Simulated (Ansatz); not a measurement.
Mg under changes of volume

One of the cells (23.237 Å³/atom); the others are scaled copies at fixed shape and fractional positions:

```xyz
2
Lattice="3.2093 0.0000 0.0000 -1.6046 2.7793 0.0000 0.0000 0.0000 5.2103" Properties=species:S:1:pos:R:3 pbc="T T T"
Mg    1.6047    0.9264    3.9077
Mg    0.0000    1.8529    1.3026
```

| Quantity | Value |
| --- | --- |
| Program | Ansatz 0.2.0 |
| Functional | CAM-B3LYP |
| Potentials or basis | Ansatz PAW |
| Cutoff | 420 eV (not typed: the program's choice for these potentials) |
| k mesh | 5 × 5 × 3 |
| Occupations | fermi-dirac, width 0.05 eV |
| Spin | no spin polarisation |

| volume (Å³/atom) | energy over the lowest point (meV/atom) | pressure (GPa) |
| --- | --- | --- |
| 21.843 | ? | ? |
| 22.308 | 0.00 | 0.0 |
| 22.772 | 1.04 | -0.7 |
| 23.237 | 4.23 | -1.4 |
| 23.702 | 9.37 | -2.1 |
| 24.167 | 16.26 | -2.7 |
| 24.631 | 24.72 | -3.2 |

Task: What does the run at 21.843 Å³/atom give?

Result: Energy over the lowest point 1.36 meV/atom; pressure 0.9 GPa.

Worked out: A Birch-Murnaghan fit of order 3 (a polynomial in V^(-2/3)) to the other rows has its minimum at 22.33 Å³/atom with B0 = V·E''(V) = 39 GPa and B' = 3.9 at fixed shape and positions, which overstates the stiffness. It gives 1.34 meV/atom at 21.843 Å³/atom, against the run's 1.36, and -dE/dV = 0.9 GPa, against 0.9.

Energies are extrapolated to zero smearing.

Caveats: all runs use coarse meshes; the PAW data sets come from PBE, with cores solved anew for the run's functional, which leaves a small shift of forces and pressure; the thresholds are loose for stress.
